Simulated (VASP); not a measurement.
Si: single point with LDA

The system is Si.

```
Si
1.0
     3.81941    0.00000    0.00000
     0.00000    5.40147    0.00000
     0.00000    0.00000    3.81941
Si
4
Cartesian
  0.0000 0.0000 0.0000
  1.9097 1.3504 0.0000
  1.9097 2.7007 1.9097
  0.0000 4.0511 1.9097
```

The cell was built by a generator and needn't be a form met in nature.

```yaml
Program: VASP 6.6.1
Task: single point
Functional: LDA
Potentials_or_basis: VASP PAW LDA potentials, release 64 (Si)
Cutoff: 520 eV
k_mesh: 10 × 8 × 10
Occupations: gaussian, width 0.02 eV
Spin: no spin polarisation
Dipole_correction: no
Further_INCAR_settings: ALGO = Normal; EDIFF = 1e-06; NBANDS = 16
```

| Item | Value |
| --- | --- |
| Pressure | 0.1 GPa |
| Band gap on the k mesh | 0.45 eV |

Levels at points of the mesh, in eV from the valence-band top:
| k point | band 4 | band 5 | band 6 | band 7 | band 8 | band 9 | band 10 | band 11 | band 12 | band 13 |
| --- | --- | --- | --- | --- | --- | --- | --- | --- | --- | --- |
| (0.00, 0.00, 0.00) | -2.90 | -2.90 | 0.00 | 0.00 | 0.00 | 0.57 | 0.57 | 2.53 | 2.53 | 2.53 |
| (0.50, 0.00, 0.00) | -5.51 | -3.84 | -3.84 | -1.34 | -1.34 | 2.38 | 2.38 | 4.77 | 4.77 | 5.08 |
| (0.00, 0.50, 0.00) | -3.52 | -1.92 | -1.92 | -1.92 | -1.92 | 1.03 | 1.03 | 3.03 | 3.03 | 5.75 |
| (0.50, 0.50, 0.00) | -7.07 | -1.21 | -1.21 | -1.21 | -1.21 | 1.49 | 1.49 | 3.29 | 3.29 | 3.29 |
| (0.50, 0.00, 0.50) | -7.87 | -2.90 | -2.90 | -2.90 | -2.90 | 0.57 | 0.57 | 0.57 | 0.57 | 10.12 |
| (0.50, 0.50, 0.50) | -7.69 | -3.95 | -3.95 | -3.95 | -3.95 | 4.18 | 4.18 | 4.18 | 4.18 | 4.98 |

It took 29 s on 1 thread of Intel(R) Xeon(R) 6975P-C (Granite Rapids) (shared host), peak memory 0.21 GiB.

A k mesh can miss the band edges. A hybrid or GW would open this gap; LDA tends to underestimate it.
